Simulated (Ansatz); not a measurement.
# F: why energy differences converge before total energies

These are results of DFT PBEsol, scalar-relativistic, plane waves, PAW in Ansatz 0.2.0, not measurements.

```yaml
crystal:
  lattice:
    - [2.75000, -1.64000, 0.00000]
    - [2.75000, 1.64000, 0.00000]
    - [-1.53472, 0.00000, 7.11639]
  atoms:
    - { symbol: F, position: [0.96800, 0.60200, 0.09970] }
    - { symbol: F, position: [0.39800, 0.03200, 0.40030] }
    - { symbol: F, position: [0.03200, 0.39800, 0.90030] }
    - { symbol: F, position: [0.60200, 0.96800, 0.59970] }
```

The Γ-centred k-mesh is 10×10×4. The occupation rule is Gaussian smearing, 0.02 eV and the spin treatment is unpolarised.

A second cell has all atoms moved and the lattice slightly strained:

```yaml
crystal:
  lattice:
    - [2.73710, -1.62637, 0.00019]
    - [2.74588, 1.64107, -0.00312]
    - [-1.53376, -0.01127, 7.09041]
  atoms:
    - { symbol: F, position: [0.93605, 0.59353, 0.10193] }
    - { symbol: F, position: [0.42333, 0.02459, 0.38626] }
    - { symbol: F, position: [0.01569, 0.41894, 0.91708] }
    - { symbol: F, position: [0.62046, 0.95175, 0.59690] }
```

It ran on a 8×8×4 mesh, another than the first cell's, which shifts the difference by nearly the same amount at every cutoff. Both were run at several values of the cutoff; energies per atom at zero smearing, errors against the largest value (420 eV), which isn't proved converged itself.

```
cutoff error, first cell (meV) error, second cell (meV)
250 eV                  2955.24                   2995.18
300 eV                   671.59                    682.61
350 eV                   124.69                    125.61
```

**Question.** At the largest value the second cell lies 27.02 meV/atom above the first. What is the error of that difference at each value, and where does each quantity come within 1 meV/atom?

**Answer.** The error of the difference is the second cell's error less the first's:
| cutoff | difference (meV) | its error (meV) |
| --- | --- | --- |
| 250 eV | 66.96 | 39.94 |
| 300 eV | 38.05 | 11.03 |
| 350 eV | 27.94 | 0.92 |

No value below the largest brings the first cell's total energy within 1 meV/atom, while the difference is there from 350 eV on. Most of the error cancels, by a factor of about 74 in the median. A missing short wave mostly misdescribes the region near each nucleus, which both cells share; what doesn't cancel comes largely from the change of volume and bonding.

1 further run of this set isn't shown.